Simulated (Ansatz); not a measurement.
**Be2C: energy against volume in PBE, exact exchange and the RPA**

How do exact exchange and RPA correlation set the lattice of Be2C (database structure)? The cell is scaled at fixed shape.

Code: Ansatz 0.2.0. PBE orbitals, norm-conserving pseudopotentials, plane waves. No spin polarisation and no zero-point or thermal motion.

## (1) The system as given

The cell was relaxed beforehand with r2SCAN; volume changes: +0 %, -5 %, +5 %, -10 %, +10 %.

It is cubic, Fm-3m (No. 225); a = 4.321 Å in the conventional setting, 6.72 Å³ an atom. Around Be lie 4 C at 1.87 Å; around C lie 8 Be at 1.87 Å.

Structure file:

```
CELL_PARAMETERS angstrom
0.00000 2.16049 2.16049
2.16049 0.00000 2.16049
2.16049 2.16049 0.00000
ATOMIC_POSITIONS crystal
Be 0.75000 0.75000 0.75000
Be 0.25000 0.25000 0.25000
C 0.00000 0.00000 0.00000
```

## (2) The unscaled cell

input.yaml reads:

```yaml
crystal:
  lattice:
    - [0.0, 2.1604856707, 2.1604856707]
    - [2.1604856707, 0.0, 2.1604856707]
    - [2.1604856707, 2.1604856707, 0.0]
  atoms:
    - { symbol: Be, position: [0.75, 0.75, 0.75] }
    - { symbol: Be, position: [0.25, 0.25, 0.25] }
    - { symbol: C, position: [0.0, 0.0, 0.0] }
kpoints:
  mp_grid: { grid: [6, 6, 6] }
hamiltonian:
  xc: pbe
  pseudopotentials: { kind: nc }
scf:
  occupations: { method: fixed }
output:
  rpa_energy:
    ecut_chi_ladder: [241, 270, 300, 333, 365]
    long_wavelength: optical_limit
basis:
  ecutwfc: 1800.0
```

Further steps of the session: Volume -5 %; Volume +5 %; Volume -10 %; Volume +10 %.

**Question.** What will these runs give?

The runs gave:

Energies in meV/atom from the unscaled cell:

```csv
volume (Å³/atom),PBE,exact exchange,EXX+RPA,RPA correlation
6.051,56.3,70.2,55.1,-15.1
6.387,14.5,20.3,14.8,-5.5
6.723,0.0,0.0,0.0,0.0
7.059,7.3,3.5,8.8,5.3
7.395,32.0,26.2,34.5,8.3
```

| energy | V₀ (Å³/atom) | B₀ (GPa) | B₀′ |
| --- | --- | --- | --- |
| PBE | 6.767 | 202 | 3.5 |
| exact exchange | 6.834 | 214 | 3.4 |
| EXX+RPA | 6.759 | 206 | 2.9 |

Birch–Murnaghan fits.

RPA correlation grows stronger on compression, so it pulls the cell in against exact exchange alone. The log puts the extrapolation error of each correlation energy at up to 26 meV/atom, against 55 meV/atom for the whole EXX+RPA curve; part of it cancels between volumes. EXX+RPA puts the volume -0.1 % from PBE and the bulk modulus +2 %. The 6×6×6 mesh and the pseudopotentials limit these values, and the core-valence term stays semilocal.
